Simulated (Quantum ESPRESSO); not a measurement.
# ZnSe (Stilleite) (F-43m) in Quantum ESPRESSO: further runs

Aim: see how the results for ZnSe (Stilleite) move with the level of theory and the settings. Levels: PW86PBE, EV93. Tasks: band structure.

Program: Quantum ESPRESSO 7.5. These are calculated values, not measurements. Logs are shortened: lines on timing, memory, paths and dates and some standing lists are left out, and cuts for length are marked.

**Experimental background.**

From “Alloy Disordering Effects on the Thermal Conductivity and Energy Gap Temperature Dependence of Cd1−xZnxSe Ternary Crystals Grown by the Bridgman Method”, 2023, pmc:10253836, for a bulk crystal of ZnSe at 300 K: band gap 2.695 ± 0.003 eV (an exciton energy, a little under the gap).

The results are compared with them further down.

### Step 1. Starting point

The structure is cubic, space group F-43m (No. 216). Conventional cell: a = 5.668 Å, b = 5.668 Å, c = 5.668 Å, α = 90.00°, β = 90.00°, γ = 90.00°. Se (site symmetry -43m) is surrounded by 4 Zn at 2.45 Å. Around Zn (site symmetry -43m) lie 4 Se at 2.45 Å.

### Step 2. Band structure, PW86PBE

Contents of pw.in:

```
&CONTROL
  calculation = 'scf'
  prefix = 'pwscf'
  outdir = './tmp'
  pseudo_dir = './pseudo'
  tprnfor = .true.
  tstress = .true.
  disk_io = 'low'
/
&SYSTEM
  ibrav = 0
  nat = 2
  ntyp = 2
  ecutwfc = 86
  nbnd = 26
  input_dft = 'pw86pbe'
  occupations = 'smearing'
  smearing = 'fd'
  degauss = 0.00367493
/
&ELECTRONS
  conv_thr = 4d-10
  electron_maxstep = 120
  mixing_beta = 0.5
/
ATOMIC_SPECIES
Se    78.9710 Se.upf
Zn    65.3800 Zn.upf
CELL_PARAMETERS bohr
   0.0000000000    5.3551058920    5.3551058920
   5.3551058920    0.0000000000    5.3551058920
   5.3551058920    5.3551058920    0.0000000000
ATOMIC_POSITIONS bohr
Se     8.0326588379    8.0326588379    8.0326588379
Zn     0.0000000000    0.0000000000    0.0000000000
K_POINTS automatic
8 8 8 0 0 0
```

Contents of bands.in:

```
&CONTROL
  calculation = 'bands'
  prefix = 'pwscf'
  outdir = './tmp'
  pseudo_dir = './pseudo'
  disk_io = 'low'
  verbosity = 'high'
/
&SYSTEM
  ibrav = 0
  nat = 2
  ntyp = 2
  ecutwfc = 86
  nbnd = 26
  input_dft = 'pw86pbe'
  occupations = 'smearing'
  smearing = 'fd'
  degauss = 0.00367493
/
&ELECTRONS
  conv_thr = 1d-08
  electron_maxstep = 120
  mixing_beta = 0.5
  diago_full_acc = .true.
  startingwfc = 'random'
/
ATOMIC_SPECIES
Se    78.9710 Se.upf
Zn    65.3800 Zn.upf
CELL_PARAMETERS bohr
   0.0000000000    5.3551058920    5.3551058920
   5.3551058920    0.0000000000    5.3551058920
   5.3551058920    5.3551058920    0.0000000000
ATOMIC_POSITIONS bohr
Se     8.0326588379    8.0326588379    8.0326588379
Zn     0.0000000000    0.0000000000    0.0000000000
K_POINTS crystal
60
 0.0000000000  0.0000000000  0.0000000000 1
 0.0625000000  0.0000000000  0.0625000000 1
 0.1250000000  0.0000000000  0.1250000000 1
 0.1875000000  0.0000000000  0.1875000000 1
 0.2500000000  0.0000000000  0.2500000000 1
 0.3125000000  0.0000000000  0.3125000000 1
 0.3750000000  0.0000000000  0.3750000000 1
 0.4375000000  0.0000000000  0.4375000000 1
 0.5000000000  0.0000000000  0.5000000000 1
 0.5000000000  0.0625000000  0.5625000000 1
 0.5000000000  0.1250000000  0.6250000000 1
 0.5000000000  0.1875000000  0.6875000000 1
 0.5000000000  0.2500000000  0.7500000000 1
 0.4375000000  0.3125000000  0.7500000000 1
 0.3750000000  0.3750000000  0.7500000000 1
 0.3375000000  0.3375000000  0.6750000000 1
 0.3000000000  0.3000000000  0.6000000000 1
 0.2625000000  0.2625000000  0.5250000000 1
 0.2250000000  0.2250000000  0.4500000000 1
 0.1875000000  0.1875000000  0.3750000000 1
 0.1500000000  0.1500000000  0.3000000000 1
 0.1125000000  0.1125000000  0.2250000000 1
 0.0750000000  0.0750000000  0.1500000000 1
 0.0375000000  0.0375000000  0.0750000000 1
 0.0000000000  0.0000000000  0.0000000000 1
 0.0625000000  0.0625000000  0.0625000000 1
 0.1250000000  0.1250000000  0.1250000000 1
 0.1875000000  0.1875000000  0.1875000000 1
 0.2500000000  0.2500000000  0.2500000000 1
 0.3125000000  0.3125000000  0.3125000000 1
 0.3750000000  0.3750000000  0.3750000000 1
 0.4375000000  0.4375000000  0.4375000000 1
 0.5000000000  0.5000000000  0.5000000000 1
 0.5250000000  0.4500000000  0.5250000000 1
 0.5500000000  0.4000000000  0.5500000000 1
 0.5750000000  0.3500000000  0.5750000000 1
 0.6000000000  0.3000000000  0.6000000000 1
 0.6250000000  0.2500000000  0.6250000000 1
 0.5833333333  0.2500000000  0.6666666667 1
 0.5416666667  0.2500000000  0.7083333333 1
 0.5000000000  0.2500000000  0.7500000000 1
 0.5000000000  0.2857142857  0.7142857143 1
 0.5000000000  0.3214285714  0.6785714286 1
 0.5000000000  0.3571428571  0.6428571429 1
 0.5000000000  0.3928571429  0.6071428571 1
 0.5000000000  0.4285714286  0.5714285714 1
 0.5000000000  0.4642857143  0.5357142857 1
 0.5000000000  0.5000000000  0.5000000000 1
 0.4821428571  0.4821428571  0.5357142857 1
 0.4642857143  0.4642857143  0.5714285714 1
 0.4464285714  0.4464285714  0.6071428571 1
 0.4285714286  0.4285714286  0.6428571429 1
 0.4107142857  0.4107142857  0.6785714286 1
 0.3928571429  0.3928571429  0.7142857143 1
 0.3750000000  0.3750000000  0.7500000000 1
 0.6250000000  0.2500000000  0.6250000000 1
 0.5937500000  0.1875000000  0.5937500000 1
 0.5625000000  0.1250000000  0.5625000000 1
 0.5312500000  0.0625000000  0.5312500000 1
 0.5000000000  0.0000000000  0.5000000000 1
```

Potentials or basis: Ansatz NC SR PBE.

Command:

```
$ OMP_NUM_THREADS=1 pw.x -in pw.in > pw.out
$ OMP_NUM_THREADS=1 pw.x -in bands.in > bands.out
```

pw.out:

```text
[... set-up lines left out ...]
     Self-consistent Calculation

     iteration #  1     ecut=    86.00 Ry     beta= 0.50
     Davidson diagonalization with overlap
     ethr =  1.00E-02,  avg # of iterations =  5.8

     Threshold (ethr) on eigenvalues was too large:
     Diagonalizing with lowered threshold

     Davidson diagonalization with overlap
     ethr =  1.95E-04,  avg # of iterations =  3.1

     total energy              =    -660.80163092 Ry
     estimated scf accuracy    <       0.06982443 Ry

     iteration #  2     ecut=    86.00 Ry     beta= 0.50
     Davidson diagonalization with overlap
     ethr =  1.94E-04,  avg # of iterations =  2.2

     total energy              =    -660.81883132 Ry
     estimated scf accuracy    <       0.00704522 Ry

     iteration #  3     ecut=    86.00 Ry     beta= 0.50
     Davidson diagonalization with overlap
     ethr =  1.96E-05,  avg # of iterations =  3.5

     total energy              =    -660.81987188 Ry
     estimated scf accuracy    <       0.00087809 Ry
[... 26 lines left out ...]
     total energy              =    -660.81992507 Ry
     estimated scf accuracy    <          6.4E-09 Ry

     iteration #  8     ecut=    86.00 Ry     beta= 0.50
     Davidson diagonalization with overlap
     ethr =  1.77E-11,  avg # of iterations =  2.0

     total energy              =    -660.81992507 Ry
     estimated scf accuracy    <          4.5E-10 Ry

     iteration #  9     ecut=    86.00 Ry     beta= 0.50
     Davidson diagonalization with overlap
     ethr =  1.24E-12,  avg # of iterations =  2.2

     End of self-consistent calculation

          k = 0.0000 0.0000 0.0000 (  4111 PWs)   bands (ev):

  -116.6381 -70.9518 -70.9518 -70.9518 -38.4920 -38.4920 -38.4920 -38.4878
   -38.4878  -4.8088   1.8518   1.8518   1.8518   2.2092   2.2092   8.4680
     8.4680   8.4680   9.6689  14.2873  14.2873  14.2873  18.3318  20.0365
    20.0365  21.5389

          k = 0.0884 0.0884-0.0884 (  4147 PWs)   bands (ev):

  -116.6381 -70.9518 -70.9518 -70.9518 -38.4920 -38.4920 -38.4920 -38.4878
   -38.4878  -4.7090   1.8598   1.8673   1.8673   2.2078   2.2078   7.1336
     8.3174   8.3174  10.6750  14.2137  14.5386  14.5386  19.2079  19.2270
    19.2270  20.9243

          k = 0.1768 0.1768-0.1768 (  4140 PWs)   bands (ev):

  -116.6381 -70.9518 -70.9518 -70.9518 -38.4920 -38.4919 -38.4919 -38.4878
   -38.4878  -4.4500   1.9014   1.9014   1.9178   2.2094   2.2094   5.4087
     7.9953   7.9953  11.1596  14.9168  14.9168  15.0043  18.9805  18.9805
    19.1686  22.4111

          k = 0.2652 0.2652-0.2652 (  4158 PWs)   bands (ev):

  -116.6381 -70.9519 -70.9518 -70.9518 -38.4920 -38.4919 -38.4919 -38.4878
   -38.4878  -4.1597   1.9287   1.9287   2.1129   2.2199   2.2199   3.9738
     7.7146   7.7146  11.0446  14.9399  14.9399  16.4519  18.8884  20.0813
    20.0813  23.8601

          k =-0.3536-0.3536 0.3536 (  4140 PWs)   bands (ev):

  -116.6381 -70.9519 -70.9518 -70.9518 -38.4920 -38.4919 -38.4919 -38.4878
   -38.4878  -4.0278   1.9374   1.9374   2.2276   2.2276   2.3693   3.2528
     7.6071   7.6071  10.9612  14.8754  14.8754  17.0089  19.3925  21.6293
    21.6294  22.6433

          k = 0.1768 0.0000 0.0000 (  4124 PWs)   bands (ev):

  -116.6381 -70.9518 -70.9518 -70.9518 -38.4920 -38.4920 -38.4920 -38.4878
   -38.4878  -4.6756   1.8451   1.8812   1.8812   2.1982   2.2161   7.1248
     8.0479   8.0479  11.1199  13.5332  14.9469  14.9469  17.9746  19.6594
    20.2565  22.0953

          k = 0.2652 0.0884-0.0884 (  4125 PWs)   bands (ev):

  -116.6381 -70.9518 -70.9518 -70.9518 -38.4921 -38.4919 -38.4919 -38.4878
   -38.4877  -4.4689   1.8639   1.9174   1.9220   2.1932   2.2223   5.8412
     7.6708   7.7143  11.8336  13.4677  15.3770  15.5244  17.6251  20.0939
    20.5588  22.1579

          k = 0.3536 0.1768-0.1768 (  4146 PWs)   bands (ev):

  -116.6381 -70.9519 -70.9518 -70.9518 -38.4920 -38.4919 -38.4918 -38.4878
   -38.4877  -4.1848   1.9169   1.9493   2.0316   2.2135   2.2295   4.4352
     7.2760   7.4095  11.8484  14.2163  15.6366  15.6392  18.7865  20.2363
    20.8324  23.6756
[... 10 lines left out ...]
  -116.6381 -70.9519 -70.9518 -70.9518 -38.4920 -38.4919 -38.4918 -38.4878
   -38.4878  -4.0373   1.9418   1.9510   2.1805   2.2136   2.2803   3.7092
     6.8061   7.5862  11.7908  14.5404  15.2458  16.6348  19.6495  19.7444
    21.5009  22.5217

          k =-0.0884-0.2652 0.2652 (  4133 PWs)   bands (ev):

  -116.6381 -70.9519 -70.9518 -70.9518 -38.4920 -38.4919 -38.4919 -38.4878
   -38.4878  -4.2819   1.9224   1.9268   1.9772   2.1980   2.2292   4.8727
     7.0056   7.9447  11.8821  14.6607  15.0810  15.3282  18.2836  19.8054
    20.9169  23.0329

          k = 0.0000-0.1768 0.1768 (  4127 PWs)   bands (ev):

  -116.6381 -70.9518 -70.9518 -70.9518 -38.4920 -38.4920 -38.4919 -38.4878
   -38.4878  -4.5554   1.8752   1.8859   1.9012   2.1984   2.2164   6.2126
[... 18 lines left out ...]

  -116.6381 -70.9519 -70.9518 -70.9518 -38.4921 -38.4918 -38.4918 -38.4878
   -38.4877  -3.9039   1.9370   2.0176   2.1144   2.2359   2.3544   3.8617
     6.0372   6.8913  12.2033  14.0385  16.0101  16.8096  19.4572  21.8042
    22.5953  22.8473

          k =-0.0884-0.4419 0.4419 (  4137 PWs)   bands (ev):

  -116.6381 -70.9519 -70.9519 -70.9518 -38.4920 -38.4919 -38.4918 -38.4878
   -38.4877  -3.8821   1.9502   2.0042   2.1781   2.2155   2.4054   3.7193
     5.6786   7.1393  12.3905  14.6098  16.3812  16.5985  18.6061  19.7127
    22.5952  24.1516

          k = 0.0000-0.3536 0.3536 (  4147 PWs)   bands (ev):

  -116.6381 -70.9519 -70.9518 -70.9518 -38.4920 -38.4919 -38.4918 -38.4878
   -38.4878  -4.0467   1.9497   1.9662   2.1072   2.1979   2.2613   4.3119
     5.9431   7.5657  12.5679  14.8365  15.2727  15.7884  18.3947  20.4275
    22.5823  23.1102

          k = 0.5303-0.0000 0.0000 (  4112 PWs)   bands (ev):

  -116.6381 -70.9519 -70.9518 -70.9518 -38.4922 -38.4917 -38.4917 -38.4879
   -38.4876  -3.9400   1.8779   2.0546   2.0546   2.2494   2.2540   4.2960
     6.5564   6.5564  11.7051  12.1957  17.9452  18.3705  18.3705  21.8633
    23.9661  24.6206

          k =-0.0884-0.6187 0.6187 (  4135 PWs)   bands (ev):

  -116.6381 -70.9519 -70.9518 -70.9518 -38.4922 -38.4917 -38.4917 -38.4879
   -38.4876  -3.8061   1.9114   2.0759   2.0920   2.2480   2.3749   3.8532
     6.0154   6.4657  11.7919  12.5651  17.7492  18.5811  19.5410  22.1617
    22.7869  23.6071

          k = 0.0000-0.5303 0.5303 (  4149 PWs)   bands (ev):

  -116.6381 -70.9519 -70.9519 -70.9518 -38.4921 -38.4918 -38.4917 -38.4878
   -38.4877  -3.7829   1.9425   2.0564   2.1382   2.2303   2.4742   3.7430
     5.4020   6.6908  12.0473  14.0419  17.4996  17.7331  17.9908  20.5354
    23.8002  25.4065

          k =-0.7071 0.0000 0.0000 (  4136 PWs)   bands (ev):

  -116.6381 -70.9519 -70.9518 -70.9518 -38.4922 -38.4917 -38.4917 -38.4879
   -38.4876  -3.7627   1.8920   2.0990   2.0990   2.2563   2.3907   3.6967
     6.3015   6.3015  11.4649  11.9085  19.1385  19.6647  19.6647  22.5202
    22.9580  22.9580

          k = 0.3536 0.1768 0.0000 (  4140 PWs)   bands (ev):

  -116.6381 -70.9519 -70.9518 -70.9518 -38.4921 -38.4919 -38.4919 -38.4878
   -38.4877  -4.2475   1.8976   1.9522   1.9811   2.1961   2.2337   5.0560
     6.7464   7.5497  12.5474  13.3545  15.2064  16.2440  17.9509  20.7771
    21.8932  22.7631

          k =-0.2652-0.4419 0.6187 (  4138 PWs)   bands (ev):

  -116.6381 -70.9519 -70.9518 -70.9518 -38.4920 -38.4919 -38.4918 -38.4878
   -38.4877  -4.0053   1.9466   1.9759   2.1075   2.2218   2.2776   4.1095
     6.2058   7.1941  12.6822  14.0272  15.1694  16.7174  18.8669  21.0628
    22.1916  22.7767

          k =-0.1768-0.3536 0.5303 (  4136 PWs)   bands (ev):

  -116.6381 -70.9519 -70.9518 -70.9518 -38.4920 -38.4919 -38.4918 -38.4878
   -38.4877  -3.8977   1.9541   1.9896   2.1797   2.2167   2.4204   3.5787
     6.0684   7.0162  12.6521  14.0313  15.8657  17.1325  18.5437  21.2384
    22.0491  22.4907

          k =-0.1768-0.5303 0.7071 (  4134 PWs)   bands (ev):

  -116.6381 -70.9519 -70.9518 -70.9518 -38.4921 -38.4918 -38.4917 -38.4878
   -38.4877  -3.9102   1.9268   2.0246   2.0846   2.2386   2.3055   4.1499
     6.1263   6.5733  12.6220  12.8669  15.9291  18.3681  18.8115  21.9945
    22.7642  24.0440

          k =-0.0884-0.4419 0.6187 (  4141 PWs)   bands (ev):

  -116.6381 -70.9519 -70.9519 -70.9518 -38.4920 -38.4918 -38.4917 -38.4878
   -38.4877  -3.8010   1.9571   2.0377   2.1469   2.2190   2.4557   3.7840
     5.6054   6.4243  12.8256  14.0411  15.7444  17.5426  18.8876  21.6996
    22.6289  24.1307

          k = 0.0000-0.3536 0.5303 (  4146 PWs)   bands (ev):

  -116.6381 -70.9519 -70.9519 -70.9518 -38.4920 -38.4919 -38.4917 -38.4878
   -38.4877  -3.8429   1.9647   2.0129   2.1706   2.2059   2.4152   3.8660
     5.4947   6.7266  13.0906  14.4675  15.1972  17.6494  18.2299  20.3192
    23.8720  24.3152

          k =-0.7071 0.1768-0.0000 (  4140 PWs)   bands (ev):

  -116.6381 -70.9519 -70.9518 -70.9518 -38.4921 -38.4918 -38.4917 -38.4878
   -38.4876  -3.7603   1.9327   2.0728   2.1173   2.2385   2.4517   3.7316
     6.0012   6.0517  12.3518  12.7261  17.6669  17.7451  19.9858  22.2833
    22.7475  23.0043

          k =-0.7071 0.3536 0.0000 (  4156 PWs)   bands (ev):

  -116.6381 -70.9519 -70.9519 -70.9518 -38.4920 -38.4919 -38.4917 -38.4878
   -38.4877  -3.7579   1.9696   2.0527   2.1802   2.1813   2.5091   3.7751
     5.7207   5.8291  13.9575  13.9632  15.4290  16.1961  20.1222  22.2893
    22.5645  23.1946

     the Fermi energy is     9.1031 ev

!    total energy              =    -660.81992507 Ry
     estimated scf accuracy    <          9.3E-11 Ry
     smearing contrib. (-TS)   =      -0.00000000 Ry
     internal energy E=F+TS    =    -660.81992506 Ry

     The total energy is F=E-TS. E is the sum of the following terms:
     one-electron contribution =    -488.62527060 Ry
     hartree contribution      =     250.19415580 Ry
     xc contribution           =     -93.64568058 Ry
     ewald contribution        =    -328.74312968 Ry

     convergence has been achieved in   9 iterations

     Forces acting on atoms (cartesian axes, Ry/au):

     atom    1 type  1   force =     0.00000000    0.00000000    0.00000000
     atom    2 type  2   force =     0.00000000   -0.00000000    0.00000000

     Total force =     0.000000     Total SCF correction =     0.000000

     Computing stress (Cartesian axis) and pressure

          total   stress  (Ry/bohr**3)                   (kbar)     P=       41.05
   0.00027905  -0.00000000  -0.00000000           41.05       -0.00       -0.00
  -0.00000000   0.00027905  -0.00000000           -0.00       41.05       -0.00
  -0.00000000  -0.00000000   0.00027905           -0.00       -0.00       41.05

=------------------------------------------------------------------------------=
   JOB DONE.
=------------------------------------------------------------------------------=
```

It took 2.2 min on 1 thread of Arm Neoverse V2, shared host; peak memory 0.14 GiB.

Results:

```yaml
Free_energy: -8990.9131 eV
Pressure: 4.1 GPa
Band_gap_on_the_k_mesh: 1.20 eV, direct
Band_gap_along_the_path: 1.20 eV, direct
```

Levels at the corners of the path, in eV from the valence-band top:
| point | band 14 | band 15 | band 16 | band 17 | band 18 | band 19 | band 20 | band 21 | band 22 | band 23 |
| --- | --- | --- | --- | --- | --- | --- | --- | --- | --- | --- |
| Γ | -6.26 | -6.26 | 0.00 | 0.00 | 0.00 | 1.20 | 5.82 | 5.82 | 5.82 | 9.86 |
| X | -6.21 | -6.08 | -4.77 | -2.17 | -2.17 | 3.00 | 3.44 | 10.67 | 11.20 | 11.20 |
| W | -6.29 | -5.96 | -4.69 | -2.75 | -2.64 | 5.49 | 5.50 | 6.96 | 7.73 | 11.65 |
| K | -6.24 | -5.99 | -4.72 | -3.07 | -1.78 | 3.58 | 5.57 | 9.03 | 9.27 | 9.52 |
| Γ | -6.26 | -6.26 | 0.00 | 0.00 | 0.00 | 1.20 | 5.82 | 5.82 | 5.82 | 9.86 |
| L | -6.24 | -6.10 | -5.22 | -0.86 | -0.86 | 2.49 | 6.41 | 6.41 | 8.54 | 10.92 |
| U | -6.24 | -5.99 | -4.72 | -3.07 | -1.78 | 3.58 | 5.57 | 9.03 | 9.27 | 9.52 |
| W | -6.29 | -5.96 | -4.69 | -2.75 | -2.64 | 5.49 | 5.50 | 6.96 | 7.73 | 11.65 |
| L | -6.24 | -6.10 | -5.22 | -0.86 | -0.86 | 2.49 | 6.41 | 6.41 | 8.54 | 10.92 |
| K | -6.24 | -5.99 | -4.72 | -3.07 | -1.78 | 3.58 | 5.57 | 9.03 | 9.27 | 9.52 |
| U | -6.24 | -5.99 | -4.72 | -3.07 | -1.78 | 3.58 | 5.57 | 9.03 | 9.27 | 9.52 |
| X | -6.21 | -6.08 | -4.77 | -2.17 | -2.17 | 3.00 | 3.44 | 10.67 | 11.20 | 11.20 |

Caveat: the potentials were made for another functional, which shifts forces and pressure.

### Step 3. Band structure, EV93

Contents of pw.in:

```
&CONTROL
  calculation = 'scf'
  prefix = 'pwscf'
  outdir = './tmp'
  pseudo_dir = './pseudo'
  tprnfor = .true.
  tstress = .true.
  disk_io = 'low'
/
&SYSTEM
  ibrav = 0
  A = 4.00759839
  nat = 2
  ntyp = 2
  ecutwfc = 86
  nbnd = 26
  input_dft = 'ev93'
  occupations = 'smearing'
  smearing = 'fd'
  degauss = 0.00367493
/
&ELECTRONS
  conv_thr = 4d-10
  electron_maxstep = 120
  mixing_beta = 0.5
/
ATOMIC_SPECIES
Se    78.9710 Se.upf
Zn    65.3800 Zn.upf
CELL_PARAMETERS alat
   0.0000000000    0.7071067817    0.7071067817
   0.7071067817    0.0000000000    0.7071067817
   0.7071067817    0.7071067817    0.0000000000
ATOMIC_POSITIONS alat
Se     1.0606601726    1.0606601726    1.0606601726
Zn     0.0000000000    0.0000000000    0.0000000000
K_POINTS automatic
8 8 8 0 0 0
```

Edit bands.in of step 2 so:

```diff
@@ -10,2 +10,3 @@
   ibrav = 0
+  A = 4.00759839
   nat = 2
@@ -14,3 +15,3 @@
   nbnd = 26
-  input_dft = 'pw86pbe'
+  input_dft = 'ev93'
   occupations = 'smearing'
@@ -29,8 +30,8 @@
 Zn    65.3800 Zn.upf
-CELL_PARAMETERS bohr
-   0.0000000000    5.3551058920    5.3551058920
-   5.3551058920    0.0000000000    5.3551058920
-   5.3551058920    5.3551058920    0.0000000000
-ATOMIC_POSITIONS bohr
-Se     8.0326588379    8.0326588379    8.0326588379
+CELL_PARAMETERS alat
+   0.0000000000    0.7071067817    0.7071067817
+   0.7071067817    0.0000000000    0.7071067817
+   0.7071067817    0.7071067817    0.0000000000
+ATOMIC_POSITIONS alat
+Se     1.0606601726    1.0606601726    1.0606601726
 Zn     0.0000000000    0.0000000000    0.0000000000
```

Potentials or basis: Ansatz NC SR PBE.

Command:

```
$ OMP_NUM_THREADS=1 pw.x -in pw.in > pw.out
$ OMP_NUM_THREADS=1 pw.x -in bands.in > bands.out
```

Wall time 2.2 min (1 thread of Arm Neoverse V2, shared host); peak memory 0.14 GiB.

The run converged. Its results:

```
Free energy             : -9023.4669 eV
Pressure                : 18.9 GPa
Band gap on the k mesh  : 2.15 eV, direct
Band gap along the path : 2.15 eV, direct
```

Levels at the corners of the path, in eV from the valence-band top:
| point | band 15 | band 16 | band 17 | band 18 | band 19 | band 20 | band 21 | band 22 |
| --- | --- | --- | --- | --- | --- | --- | --- | --- |
| Γ | -6.38 | 0.00 | 0.00 | 0.00 | 2.15 | 6.21 | 6.21 | 6.21 |
| X | -6.17 | -4.54 | -2.04 | -2.04 | 3.87 | 4.00 | 11.70 | 11.77 |
| W | -6.08 | -4.43 | -2.56 | -2.41 | 5.85 | 6.23 | 7.60 | 8.46 |
| K | -6.11 | -4.46 | -2.83 | -1.68 | 4.27 | 6.14 | 9.67 | 9.80 |
| Γ | -6.38 | 0.00 | 0.00 | 0.00 | 2.15 | 6.21 | 6.21 | 6.21 |
| L | -6.21 | -4.88 | -0.82 | -0.82 | 3.20 | 6.82 | 6.82 | 9.72 |
| U | -6.11 | -4.46 | -2.83 | -1.68 | 4.27 | 6.14 | 9.67 | 9.80 |
| W | -6.08 | -4.43 | -2.56 | -2.41 | 5.85 | 6.23 | 7.60 | 8.46 |
| L | -6.21 | -4.88 | -0.82 | -0.82 | 3.20 | 6.82 | 6.82 | 9.72 |
| K | -6.11 | -4.46 | -2.83 | -1.68 | 4.27 | 6.14 | 9.67 | 9.80 |
| U | -6.11 | -4.46 | -2.83 | -1.68 | 4.27 | 6.14 | 9.67 | 9.80 |
| X | -6.17 | -4.54 | -2.04 | -2.04 | 3.87 | 4.00 | 11.70 | 11.77 |

Caveat: the potentials were made for another functional, which shifts forces and pressure; the potentials were made for a functional far from this one; so large a pressure means that the cell lies far from this level's equilibrium, or that cutoff or potentials fall short.

### Step 4. How close it comes

Step 2. Against the measured gap of ZnSe, 2.695 eV (an exciton energy, a little under the gap; 300 K; “Alloy Disordering Effects on the Thermal Conductivity and Energy Gap Temperature Dependence of Cd1−xZnxSe Ternary Crystals Grown by the Bridgman Method”, 2023, pmc:10253836), the calculated 1.20 eV is off by -1.49 eV. So large a miss can be the level of theory's own, or it may mean another phase, state or a wrong row. Spin-orbit coupling on Se is left out. The value is that of PW86PBE, without temperature or zero-point motion.
